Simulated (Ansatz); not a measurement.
Level of theory: Ansatz 0.2.0, DFT PBE, scalar-relativistic, plane waves, PAW. Settings: cutoff 420 eV, Γ-centred meshes spaced at most about 0.3 Å⁻¹ (2π included), Gaussian smearing. No spin polarisation in the final relaxations.

These are static total energies at zero pressure.

Two relaxed structures of PbSe:

A.

```xyz
4
Lattice="5.3515 0.0000 0.0000 0.0000 5.3515 0.0000 0.0000 0.0000 4.2233" Properties=species:S:1:pos:R:3 pbc="T T T"
Pb    2.6758    0.0000    2.8813
Pb    0.0000    2.6758    1.3420
Se    0.0000    0.0000    0.0000
Se    2.6758    2.6758    0.0000
```

B.

```xyz
2
Lattice="0.0000 3.4504 3.4504 3.4504 0.0000 3.4504 3.4504 3.4504 0.0000" Properties=species:S:1:pos:R:3 pbc="T T T"
Pb    0.0000    0.0000    0.0000
Se    1.7252    1.7252    1.7252
```

**Question.** Which is lower in energy, and by how much?

**Answer.** A is lower, by 9 meV/atom. A has Pb and Se ordered on bcc sites, space group P4/nmm (No. 129), 30.2 Å³/atom and a gap of 0.41 eV on its mesh; B has the zinc blende type, space group F-43m (No. 216), 41.1 Å³/atom and a gap of 0.67 eV. In A, Pb has 4 Se at 2.99 Å; Se is surrounded by 4 Pb at 2.99 Å. In B, Pb is surrounded by 4 Se at 2.99 Å; Se has 4 Pb at 2.99 Å. Both come from invented guesses. The part of the Crystallography Open Database at hand lists PbSe in space group No. 225, which no cell shown has.

No dispersion correction is applied, so the spacing and binding between layers, chains or molecules are poorly described (P4/nmm), and this can change margins and order among such cells. These runs have no spin–orbit coupling, which can matter for Pb. Kohn–Sham gaps at this level usually fall short of measured ones. The missing spin–orbit coupling can work the other way here. Cells relaxed within their symmetry can be saddle points.
